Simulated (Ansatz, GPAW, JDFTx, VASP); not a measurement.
**One calculation of Ti, 5 ways**

```
CELL_PARAMETERS angstrom
-1.64100 1.64100 1.64100
1.64100 -1.64100 1.64100
1.64100 1.64100 -1.64100
ATOMIC_POSITIONS crystal
Ti 0.00000 0.00000 0.00000
```

This isn't the form of Ti at room conditions, which is hcp.

Alike in all runs: task single point; functional LDA; k mesh 11 × 11 × 11; occupations gaussian, width 0.05 eV; no spin polarisation; no spin-orbit coupling. LDA stands for any of its common fits. Pressure is positive in compression and, in plane waves, holds the error of the finite cutoff, which Ansatz's Pulay term estimates and takes out.

```csv
program and potentials,plane-wave cutoff (eV),notes,pressure (GPa)
"Ansatz, Ansatz PAW",420,"potentials made for PBE, which Ansatz adapts in part; Pulay term of +0.03 GPa included",-11.21
"VASP, LDA PAW files Ti_sv_GW, 550 eV",550,-,-12.32
"Ansatz, all-electron LAPW, scalar-relativistic",-,-,-11.21
"GPAW, the program's PAW data sets (release 1.2.1) made for this functional",600,-,-11.68
"JDFTx, PseudoDojo-SR-LDA-0.4.1-standard with smoothed tails",1143,-,-11.17
```

The pressure spans -12.32 (VASP, LDA PAW files Ti_sv_GW, 550 eV) to -11.17 GPa (JDFTx, PseudoDojo-SR-LDA-0.4.1-standard with smoothed tails), with all-electron results at -11.21. The cell lies far from this level's equilibrium.

Differences between rows come from potentials, basis sets and numerical settings, since the functional is the same but for its coding. Runs on potential files found faulty are left out.
